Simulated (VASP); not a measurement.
OZr: relaxation of the atoms with BLYP+D4

OZr, in a box:

```
CELL_PARAMETERS angstrom
9.00000 0.00000 0.00000
0.00000 9.00000 0.00000
0.00000 0.00000 11.00000
ATOMIC_POSITIONS crystal
O 0.50144 0.50233 0.42529
Zr 0.50144 0.50233 0.58089
```

```
Program                : VASP 6.6.1
Task                   : relaxation of the atoms
Functional             : BLYP
Dispersion             : D4
Potentials or basis    : VASP PAW PBE potentials, release 64 (O_h, Zr_sv)
Cutoff                 : 900 eV
k mesh                 : 1 × 1 × 1
Occupations            : gaussian, width 0.01 eV
Spin                   : no spin polarisation
Further INCAR settings : ALGO = Fast; EDIFF = 1e-06; IBRION = 2; EDIFFG = -0.01; NSW = 40
```

* Energy gained by relaxing: 4.3 meV/atom
* Ionic steps: 3
* Gap between the frontier levels: 0.21 eV
* Dispersion energy per atom: -0.053 eV

The path:
```csv
step,energy change (eV),largest force (eV/Å),pressure (GPa)
1,0.0000,0.9186,0.06
2,0.0899,2.6858,-0.33
3,-0.0087,0.0011,-0.04
```

Final structure:
```
O Zr
1.0
     9.00000    0.00000    0.00000
     0.00000    9.00000    0.00000
     0.00000    0.00000   11.00000
O Zr
1 1
Direct
  0.50144 0.50233 0.42441
  0.50144 0.50233 0.58177
```

Levels at points of the mesh, in eV from the valence-band top:
```csv
k point,band 5,band 6,band 7,band 8,band 9,band 10,band 11,band 12,band 13
"(0.00, 0.00, 0.00)",-17.03,-3.96,-3.96,-3.87,0.00,0.21,0.22,1.81,1.85
```

It took 22 min on 1 thread of Intel(R) Xeon(R) Platinum 8375C CPU @ 2.90GHz (Ice Lake) (shared host), peak memory 1.5 GiB.

Caveat: the cutoff is under 1.25 times the usual one of these potentials, so pressure, stress and relaxed cells hold a basis-set (Pulay) error; the PAW data sets were made with another functional, which shifts forces and pressure a little. A hybrid or GW would open this gap; BLYP tends to underestimate it.
